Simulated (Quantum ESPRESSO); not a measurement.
ZrC:

```
CELL_PARAMETERS angstrom
0.03176 2.34785 2.33822
2.40638 0.02779 2.34218
2.40352 2.34896 0.03065
ATOMIC_POSITIONS crystal
Zr 0.50288 0.49615 0.50634
C 0.99712 0.00385 0.99366
```

| Quantity | Value |
| --- | --- |
| Program | Quantum ESPRESSO 7.5 |
| Task | relaxation of cell and atoms |
| Functional | PBE |
| Dispersion | D3 |
| Potentials or basis | SSSP 1.3 efficiency PBE |
| Cutoff | 748 eV |
| Density cutoff | 5987 eV |
| k mesh | 4 × 4 × 4 |
| Occupations | gaussian, width 0.1 eV |
| Spin | no spin polarisation |

At the start: pressure -2.3 GPa; volume 12.96 Å³/atom.

**Question.** Where does the relaxation end?

**Answer.** Over 20 steps the energy falls by 15.7 meV/atom and the volume is 12.80 Å³/atom (-1.2 %); space group Fm-3m (No. 225, to 0.05 Å).

Step by step:
```
step  energy change (eV)  largest force (eV/Å)  pressure (GPa)  volume (Å³)
   1              0.0000                0.3691           -2.35        25.93
   2             -0.0079                0.3243           -1.90        25.86
   3             -0.0202                0.2232           -1.01        25.72
   4             -0.0295                0.0585            0.23        25.57
   5             -0.0294                0.1282            1.42        25.44
   6             -0.0296                0.1218            1.32        25.45
   7             -0.0300                0.1093            1.12        25.47
   8             -0.0305                0.0915            0.84        25.50
   9             -0.0309                0.0691            0.51        25.53
  10             -0.0312                0.0434            0.15        25.57
  11             -0.0314                0.0154           -0.20        25.61
  12             -0.0313                0.0128           -0.45        25.64
  13             -0.0313                0.0127           -0.44        25.64
  14             -0.0314                0.0124           -0.43        25.64
  15             -0.0314                0.0119           -0.40        25.63
  16             -0.0314                0.0113           -0.37        25.63
  17             -0.0314                0.0106           -0.34        25.63
  18             -0.0314                0.0097           -0.29        25.62
  19             -0.0314                0.0087           -0.25        25.62
  20             -0.0314                0.0075           -0.19        25.61
```

Final structure:
```
Zr C
1.0
    -0.00014    2.33942    2.33935
     2.33953   -0.00016    2.33930
     2.33952    2.33937   -0.00016
Zr C
1 1
Direct
  0.50006 0.49992 0.50010
  0.99994 0.00008 0.99990
```

Caveat: the k mesh is coarse (spacing up to 0.58 Å⁻¹), so the values aren't converged; pairwise dispersion overbinds metals, which lowers pressure and volume.
